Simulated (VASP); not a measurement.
Wanted: the native input for a VASP 6.6.1 run.

| Quantity | Value |
| --- | --- |
| Task | band structure |
| Functional | TPSS |
| Potentials or basis | VASP PAW PBE potentials, release 64 (C) |
| Cutoff | 520 eV |
| k mesh | 13 × 13 × 8 |
| Occupations | fermi-dirac, width 0.05 eV |
| Spin | no spin polarisation |
| Further INCAR settings | ALGO = Normal; EDIFF = 1e-06; NBANDS = 11 |

The structure of C lies in POSCAR:

```
C
1.0
    2.1273203072     -1.2282824400      0.0000000000
    2.1273203072      1.2282824400      0.0000000000
   -1.3790696309      0.0000000000      3.5028300786
C
2
Direct
    0.1666444700      0.1666444700      0.9999069600
    0.8333555300      0.8333555300      0.0000930400
```

This is a stacking variant of graphite.

These files were run (other wordings do the same):

INCAR

```
SYSTEM = C
PREC = Accurate ; ENCUT = 520
EDIFF = 1E-6 ; ISMEAR = -1
SIGMA = 0.05 ; LREAL = .False.
LASPH = .True. ; NELM = 80
ALGO = Normal ; ISIF = 2
LWAVE = .False. ; LCHARG = .False.
METAGGA = TPSS ; LMIXTAU = .True.
NBANDS = 11
```

KPOINTS

```
regular mesh
0
Gamma
  13 13 8
  0 0 0
```

KPOINTS_OPT

```
path GYFLI,I1ZF1,YX1,XGN,MG
15
line-mode
reciprocal
 0.0000000000  0.0000000000  0.0000000000  G
 0.5000000000  0.5000000000 -1.0000000000  Y

 0.5000000000  0.5000000000 -1.0000000000  Y
 0.4123194886  0.4123194886 -1.1190266490  F

 0.4123194886  0.4123194886 -1.1190266490  F
 0.5000000000  0.5000000000 -0.5000000000  L

 0.5000000000  0.5000000000 -0.5000000000  L
 0.6935932999  0.3064067001 -0.5000000000  I

 0.3064067001 -0.3064067001  0.5000000000  I1
 0.0000000000  0.0000000000  0.5000000000  Z

 0.0000000000  0.0000000000  0.5000000000  Z
 0.5876805114  0.5876805114  0.1190266490  F1

 0.5000000000  0.5000000000 -1.0000000000  Y
 0.6104897536  0.3895102464 -1.0000000000  X1

 0.3895102464 -0.3895102464  0.0000000000  X
 0.0000000000  0.0000000000  0.0000000000  G

 0.0000000000  0.0000000000  0.0000000000  G
 0.5000000000  0.0000000000 -0.5000000000  N

 0.5000000000  0.0000000000  0.0000000000  M
 0.0000000000  0.0000000000  0.0000000000  G
```

Potentials or basis: VASP PAW PBE potentials, release 64 (C).

Run with:

```console
$ cat potpaw_PBE.64/C/POTCAR > POTCAR
$ mpirun -np 1 vasp_std > vasp.out
```

Results of the run:

| Quantity | Value |
| --- | --- |
| Pressure | 3.5 GPa |
| Largest force | 0.009 eV/Å |
| Band gap along the path | 0.35 eV, direct |

Caveat: the PAW data sets were made with another functional, which shifts forces and pressure a little; this functional lacks dispersion, which binds the layers, so the pressure and a relaxed spacing across them are unreliable.

It took 2.5 min on 1 thread of Intel(R) Xeon(R) 6975P-C (Granite Rapids), with other jobs on the host, peak memory 0.2 GiB.
